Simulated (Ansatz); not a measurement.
Space group Fm-3m (No. 225). a = 4.218 Å, b = 4.218 Å, c = 4.218 Å, α = 90.00°, β = 90.00°, γ = 90.00°
| atom | site | symmetry | x | y | z |
| --- | --- | --- | --- | --- | --- |
| Nb | 4a | m-3m | 0.0000 | 0.0000 | 0.0000 |

Equation of state of this Nb structure (not necessarily the ground state), with shape and atoms relaxed at each volume where symmetry leaves them free. It has no gap at any of these volumes. Level of theory: DFT PBE, scalar-relativistic, plane waves, PAW in Ansatz 0.2.0.

Cutoff 420 eV; k points 18×18×18 on the computed 1-atom cell (Γ-centred); Gaussian smearing, width 0.10 eV; no spin polarisation.

```
V (Å³/atom) E − E(largest V) (meV/atom) P (GPa)
     16.515                        83.90    26.24
     17.078                         6.02    18.25
     17.641                       -45.66    11.31
     18.204                       -74.52     5.25
     18.767                       -83.41    -0.03
     19.330                       -74.93    -4.62
     19.893                       -51.39    -8.60
     20.644                         0.00   -13.10
```

Fit a third-order Birch–Murnaghan equation to E(V).

V0 = 18.76 Å³/atom, B0 = 164 GPa, B0' = 3.6.

This fcc form isn't the element's structure at ambient conditions.